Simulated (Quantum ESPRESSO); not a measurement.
Here is a Quantum ESPRESSO 7.5 calculation.

The input pw.in:

```
&CONTROL
  calculation = 'scf'
  prefix = 'pwscf'
  outdir = './tmp'
  pseudo_dir = './pseudo'
  tprnfor = .true.
  tstress = .true.
  disk_io = 'low'
/
&SYSTEM
  ibrav = 0
  celldm(1) = 8
  nat = 4
  ntyp = 2
  ecutwfc = 92
  nbnd = 34
  occupations = 'smearing'
  smearing = 'fd'
  degauss = 0.00367493
/
&ELECTRONS
  conv_thr = 8d-10
  electron_maxstep = 120
  mixing_beta = 0.5
/
ATOMIC_SPECIES
Cu    63.5460 Cu.upf
O     15.9990 O.upf
CELL_PARAMETERS alat
  0.5538432947630  -0.4047320927417   0.0000000000000
  0.5538432947630   0.4047320927417   0.0000000000000
 -0.2032765058352   0.0000000000000   1.1951186408959
ATOMIC_POSITIONS crystal
Cu     0.4968000000    0.0032000000    0.5000000000
Cu     0.0032000000    0.4968000000    0.0000000000
O      0.4056000000    0.5714000000    0.7537000000
O      0.5714000000    0.4056000000    0.2537000000
K_POINTS automatic
10 10 5 0 0 0
```

The input bands.in:

```
&CONTROL
  calculation = 'bands'
  prefix = 'pwscf'
  outdir = './tmp'
  pseudo_dir = './pseudo'
  disk_io = 'low'
  verbosity = 'high'
/
&SYSTEM
  ibrav = 0
  celldm(1) = 8
  nat = 4
  ntyp = 2
  ecutwfc = 92
  nbnd = 34
  occupations = 'smearing'
  smearing = 'fd'
  degauss = 0.00367493
/
&ELECTRONS
  conv_thr = 1d-08
  electron_maxstep = 120
  mixing_beta = 0.5
  diago_full_acc = .true.
  startingwfc = 'random'
/
ATOMIC_SPECIES
Cu    63.5460 Cu.upf
O     15.9990 O.upf
CELL_PARAMETERS alat
  0.5538432947630  -0.4047320927417   0.0000000000000
  0.5538432947630   0.4047320927417   0.0000000000000
 -0.2032765058352   0.0000000000000   1.1951186408959
ATOMIC_POSITIONS crystal
Cu     0.4968000000    0.0032000000    0.5000000000
Cu     0.0032000000    0.4968000000    0.0000000000
O      0.4056000000    0.5714000000    0.7537000000
O      0.5714000000    0.4056000000    0.2537000000
K_POINTS crystal
60
 0.0000000000  0.0000000000  0.0000000000 1
-0.0625000000 -0.0625000000  0.0000000000 1
-0.1250000000 -0.1250000000  0.0000000000 1
-0.1875000000 -0.1875000000  0.0000000000 1
-0.2500000000 -0.2500000000  0.0000000000 1
-0.3125000000 -0.3125000000  0.0000000000 1
-0.3750000000 -0.3750000000  0.0000000000 1
-0.4375000000 -0.4375000000  0.0000000000 1
-0.5000000000 -0.5000000000  0.0000000000 1
-0.5124731437 -0.5124731437  0.1628207747 1
-0.5249462874 -0.5249462874  0.3256415493 1
-0.5000000000 -0.5000000000  0.5000000000 1
-0.5668390452 -0.4331609548  0.5000000000 1
-0.6336780905 -0.3663219095  0.5000000000 1
-0.3663219095  0.3663219095  0.5000000000 1
-0.3205316708  0.3205316708  0.5000000000 1
-0.2747414321  0.2747414321  0.5000000000 1
-0.2289511934  0.2289511934  0.5000000000 1
-0.1831609548  0.1831609548  0.5000000000 1
-0.1373707161  0.1373707161  0.5000000000 1
-0.0915804774  0.0915804774  0.5000000000 1
-0.0457902387  0.0457902387  0.5000000000 1
 0.0000000000  0.0000000000  0.5000000000 1
-0.0593817141 -0.0593817141  0.5217948063 1
-0.1187634282 -0.1187634282  0.5435896127 1
-0.1781451422 -0.1781451422  0.5653844190 1
-0.2375268563 -0.2375268563  0.5871792253 1
-0.2969085704 -0.2969085704  0.6089740317 1
-0.3562902845 -0.3562902845  0.6307688380 1
-0.4156719985 -0.4156719985  0.6525636443 1
-0.4750537126 -0.4750537126  0.6743584507 1
-0.5000000000 -0.5000000000  0.0000000000 1
-0.5563157068 -0.4436842932  0.0000000000 1
-0.6126314136 -0.3873685864  0.0000000000 1
-0.3873685864  0.3873685864  0.0000000000 1
-0.3443276323  0.3443276323  0.0000000000 1
-0.3012866783  0.3012866783  0.0000000000 1
-0.2582457243  0.2582457243  0.0000000000 1
-0.2152047702  0.2152047702  0.0000000000 1
-0.1721638162  0.1721638162  0.0000000000 1
-0.1291228621  0.1291228621  0.0000000000 1
-0.0860819081  0.0860819081  0.0000000000 1
-0.0430409540  0.0430409540  0.0000000000 1
 0.0000000000  0.0000000000  0.0000000000 1
-0.0714285714  0.0000000000  0.0000000000 1
-0.1428571429  0.0000000000  0.0000000000 1
-0.2142857143  0.0000000000  0.0000000000 1
-0.2857142857  0.0000000000  0.0000000000 1
-0.3571428571  0.0000000000  0.0000000000 1
-0.4285714286  0.0000000000  0.0000000000 1
-0.5000000000  0.0000000000  0.0000000000 1
-0.5000000000  0.0000000000  0.5000000000 1
-0.4375000000  0.0000000000  0.4375000000 1
-0.3750000000  0.0000000000  0.3750000000 1
-0.3125000000  0.0000000000  0.3125000000 1
-0.2500000000  0.0000000000  0.2500000000 1
-0.1875000000  0.0000000000  0.1875000000 1
-0.1250000000  0.0000000000  0.1250000000 1
-0.0625000000  0.0000000000  0.0625000000 1
 0.0000000000  0.0000000000  0.0000000000 1
```

Potentials or basis: Ansatz NC SR PBE.

Launch:

```bash
$ OMP_NUM_THREADS=1 pw.x -in pw.in > pw.out
$ OMP_NUM_THREADS=1 pw.x -in bands.in > bands.out
```

Task: Estimate the band gap on the k mesh.

Result: None (metal or under the smearing width).

Task: Estimate the pressure.

Result: 5.7 GPa.

Task: Estimate the largest force.

Result: 0.766 eV/Å.

Forces on the atoms (eV/Å):
```
Cu  -0.635 -0.351  0.246
Cu  -0.635  0.351  0.246
O    0.635 -0.298 -0.246
O    0.635  0.298 -0.246
```

Caveat: the run has no spin polarisation, though such a crystal can be magnetic; semilocal functionals often make such compounds metallic where correlation or magnetic order opens a gap, which also shifts bond lengths. With open d or f shells a metallic result of PBE can be an artefact of self-interaction; +U or a hybrid may open a gap.
